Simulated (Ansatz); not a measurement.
Contact densities of BaTiO3 against volume

```
Ba Ti O
1.0
     3.99980    0.00000    0.00000
     0.00000    3.99980    0.00000
     0.00000    0.00000    4.01800
Ba Ti O
1 1 3
Direct
  0.00000 0.00000 0.00000
  0.50000 0.50000 0.48200
  0.50000 0.50000 0.01600
  0.50000 0.00000 0.51500
  0.00000 0.50000 0.51500
```

Atoms are numbered in the order listed.

The cell is COD entry 2100858, as deposited and not checked against the literature; nothing was relaxed.

Spin–orbit coupling is left out, though it moves levels of the heavy atoms by tenths of an eV or more.

All numbers below come from DFT, PBE, all-electron PAW with datasets made for the crystal, scalar-relativistic (Ansatz 0.2.0).

Numerical set-up: a Γ-centred 7×7×7 k mesh, Fermi–Dirac smearing of 0.08 eV, cutoff 580 eV (chosen by the program for this cell), no spin polarisation.

The contact density is the mean electron density over the nuclear volume; its changes follow the s electrons' response to bonding and compression. Changes below are taken from the unscaled cell, where it is 2.0651e+06 e/Å³ at Ba1, 56838.6 e/Å³ at Ti2, 2158.18 e/Å³ at O3, 2157.9 e/Å³ at O4.

Volumes at which the program chose other datasets or cutoffs are left out.

The datasets are made afresh for each cell, so very small changes are uncertain. Scalar relativity leaves out the p1/2 density at heavy nuclei.

Q: Does compression raise or lower the contact density at O4?

A: It lowers it, by 0.12 e/Å³ over the whole range.

Q: Tabulate the changes with volume.

A: 
```tsv
V/V(cell)	P (GPa)	Δρ(0) Ba1 (e/Å³)	Δρ(0) Ti2 (e/Å³)	Δρ(0) O3 (e/Å³)	Δρ(0) O4 (e/Å³)
1.0000	2.7	0.00	0.00	0.00	0.00
1.0100	1.0	-0.18	-0.16	0.03	0.03
1.0200	-0.6	-0.36	-0.32	0.05	0.06
1.0400	-3.5	-0.71	-0.63	0.11	0.12
```
